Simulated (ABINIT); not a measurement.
Input of an ABINIT 10.8.3 (patched build) run:

The input run.abi:

```
# Datasets: ground state, then fixed potential
ndtset 2

# Pseudopotentials
pp_dirpath "./"
pseudos "Ag.GGA_PBE-JTH.xml"

# Structure
acell 5.4592009917 5.4592009917 5.4592009917
rprim
     0.0000000000     0.7071067812     0.7071067812
     0.7071067812     0.0000000000     0.7071067812
     0.7071067812     0.7071067812     0.0000000000
ntypat 1
znucl 47
natom 1
typat 1
xcart
     0.0000000000     0.0000000000     0.0000000000

# Plane-wave basis
ecut 544.227725 eV
pawecutdg 40.0
pawxcdev 0

# Exchange and correlation
ixc 15

# Bands and occupations
occopt 3
tsmear 0.00183747

# SCF cycle
nstep 100

# Output
iomode 3
prtwf 0
prteig 0
prtebands 0
enunit 1
prtden1 1
prtvha1 1
prtvclmb1 1
prtpot1 1

# Dataset 1
kptopt1 1
ngkpt1 11 11 11
nshiftk1 1
shiftk1 0.0 0.0 0.0
nband1 10
tolvrs1 1.0e-9

# Dataset 2: bands along G-X-W-K-G-L-U-W-L-K
iscf2 -2
getden2 1
nband2 16
nbdbuf2 4
tolwfr2 1.0e-11
kptopt2 -9
ndivsm2 8
prteig2 1
prtvol2 -3
kptbounds2
     0.0000000000     0.0000000000     0.0000000000
     0.5000000000     0.0000000000     0.5000000000
     0.5000000000     0.2500000000     0.7500000000
     0.3750000000     0.3750000000     0.7500000000
     0.0000000000     0.0000000000     0.0000000000
     0.5000000000     0.5000000000     0.5000000000
     0.6250000000     0.2500000000     0.6250000000
     0.5000000000     0.2500000000     0.7500000000
     0.5000000000     0.5000000000     0.5000000000
     0.3750000000     0.3750000000     0.7500000000
```

Potentials or basis: JTH PAW PBE v2.0.

The run is started by

```bash
$ abinit run.abi > log 2>&1
```

Task: Predict the pressure.

Result: 8.7 GPa.

Task: What does it give for the band gap on the k mesh?

Result: None (metal or under the smearing width).

Levels at the corners of the path, in eV from the Fermi level:
```csv
point,band 3,band 4,band 5,band 6,band 7,band 8
Γ,-5.10,-5.10,-4.07,-4.07,16.41,19.87
X,-3.31,-3.07,-3.07,1.38,6.48,10.58
W,-5.37,-4.06,-3.07,5.72,5.72,6.83
K,-4.38,-3.85,-3.35,4.05,5.05,6.90
Γ,-5.10,-5.10,-4.07,-4.07,16.41,19.87
L,-5.12,-3.28,-3.28,-0.64,3.35,15.50
U,-4.38,-3.85,-3.35,4.05,5.05,6.90
W,-5.37,-4.06,-3.07,5.72,5.72,6.83
L,-5.12,-3.28,-3.28,-0.64,3.35,15.50
K,-4.38,-3.85,-3.35,4.05,5.05,6.90
```

Caveat: the PAW data sets were made with another functional, which shifts forces and pressure a little.
